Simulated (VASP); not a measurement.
Write the native input for VASP 6.6.1 that does the following.

```
Task                   : single point
Functional             : LDA
Potentials or basis    : VASP PAW LDA potentials, release 64 (Ta_pv, N)
Cutoff                 : 520 eV
k mesh                 : 7 × 7 × 7
Occupations            : gaussian, width 0.05 eV
Spin                   : collinear spin, typed start
Starting moments       : [2.0, 2.0, 0.0, 0.0] μB
Hubbard terms          : Ta d U = 7.0 eV
Dipole correction      : no
Further INCAR settings : ALGO = Normal; EDIFF = 1e-07; NBANDS = 28
```

The structure of TaN lies in POSCAR:

```
TaN
1.0
    0.0000000000      2.1790013100      2.1790013100
    4.3580026200      2.1790013100      2.1790013100
    4.3580026200      4.3580026200      0.0000000000
Ta N
2 2
Direct
    0.5000000000      0.5000000000      0.0000000000
    0.5000000000      0.5000000000      0.5000000000
    0.0000000000      0.0000000000      0.0000000000
    0.0000000000      0.0000000000      0.5000000000
```

These files were run (other wordings do the same):

INCAR

```
SYSTEM = TaN
PREC = Accurate
ENCUT = 520
EDIFF = 1E-7
ISMEAR = 0
SIGMA = 0.05
LREAL = .FALSE.
LASPH = .TRUE.
NELM = 150
ALGO = Normal
ISIF = 2
LWAVE = .FALSE.
LCHARG = .FALSE.
ISPIN = 2
MAGMOM = 2 2 0 0
LORBIT = 11
LMAXMIX = 4
LDAU = .TRUE.
LDAUTYPE = 2
LDAUL = 2 -1
LDAUU = 7 0
LDAUJ = 0 0
LDAUPRINT = 1
GGA = CA
NBANDS = 28
```

KPOINTS

```
regular mesh
0
G
  7 7 7
  0 0 0
```

Potentials or basis: VASP PAW LDA potentials, release 64 (Ta_pv, N).

The run is started by

```console
$ cat potpaw_LDA.64/Ta_pv/POTCAR potpaw_LDA.64/N/POTCAR > POTCAR
$ mpirun -np 1 vasp_std > vasp.out
```

Results of the run:

* Pressure: 22.8 GPa
* Band gap on the k mesh: none (metal or under the smearing width)
* Net moment: 0.00 μB per cell
* Valence electrons inside the program's atomic spheres: Ta 8.84; N 3.80

Wall time 82 s on 1 thread of Intel(R) Xeon(R) Platinum 8559C (Emerald Rapids), with other jobs on the host, peak memory 0.22 GiB.
